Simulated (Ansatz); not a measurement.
**Formation energy of zincblende-structured SrO**

The computed numbers are results of PBEsol, scalar-relativistic (no spin polarisation) in the plane-wave PAW code Ansatz at 420 eV, Γ-centred 10×10×10 mesh, 0.05 eV Gaussian smearing. The datasets are Ansatz's generated set soft_2.

The start was a prototype's sites filled with these elements. The Crystallography Open Database lists the compound in space group Fm-3m (rock salt), so this is a trial structure.

The structure is cubic, space group F-43m (No. 216). The conventional cell has a = 5.539 Å, b = 5.539 Å, c = 5.539 Å, α = 90.00°, β = 90.00°, γ = 90.00°. Sr (site symmetry -43m) is surrounded by 4 O at 2.40 Å. O (site symmetry -43m) is surrounded by 4 Sr at 2.40 Å. (Neighbours are counted to 15 % beyond the shortest distance.)

The elements were computed in their standard states (gases as isolated molecules) with the same datasets, cutoff and functional. Absolute energies hang on the potentials; compare differences alone.

Energy of the relaxed cell (2 atoms, smearing extrapolated to zero): -4055.749 eV. Elements, in eV/atom: Sr -3492.213, O -558.283.

**Question.** What is the formation energy?

**Answer.** [-4055.749 − (1 × -3492.213 + 1 × -558.283)] / 2 = -2.63 eV/atom, or -253 kJ per mole of atoms.

The value is for 0 K, without zero-point energy and without any correction for the binding of gas molecules. Uncorrected semilocal values for oxides, chalcogenides and halides often miss by tenths of an eV an atom. A negative value shows stability against the elements alone, not against other compounds or structures.

Formal charges Sr²⁺, O²⁻ balance and leave closed shells on every ion, so a band insulator is expected, and the gap is 2.45 eV.

Semilocal functionals underestimate band gaps, commonly by a third or more.
